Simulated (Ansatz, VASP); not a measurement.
# MgS: VASP beside Ansatz

```
CELL_PARAMETERS angstrom
2.61553 2.61553 0.00000
-2.61553 2.61553 0.00000
0.00000 0.00000 4.97467
ATOMIC_POSITIONS crystal
Mg 0.00000 0.00000 0.00000
Mg 0.50000 0.50000 0.50000
S 0.50000 0.50000 0.00000
S 0.00000 0.00000 0.50000
```

Change from the starting cell: uniaxial strain along c, a, b and atoms relaxed: -4.0 %.

Alike in both runs: functional PBEsol; k mesh 6 × 6 × 6; occupations gaussian, width 0.02 eV; no spin polarisation.

Ansatz relaxed the structure, and its values are those at the end. VASP's run is a single point on that final structure, the one shown.

```csv
,VASP,Ansatz
version,VASP 6.6.1,Ansatz 0.2.0
potentials or method,"VASP PAW PBE potentials, release 64 (Mg, S)","scalar-relativistic, plane waves, PAW"
plane-wave cutoff (eV),520,420
valence electrons in the cell,16,32
```

|  | VASP | Ansatz | Ansatz less VASP |
| --- | --- | --- | --- |
| gap on the k mesh at the Fermi level (eV) | 2.55 | 2.55 | -0.005 |
| least direct gap on the mesh (eV) | 2.55 | 2.55 | -0.005 |
| pressure (GPa) | 2.1 | 2.3 | +0.18 |

The two sets of potentials don't hold the same shells in valence.

Caveats: the PAW data sets were made with another functional, which shifts forces and pressure a little (VASP). A k mesh can miss the band edges.
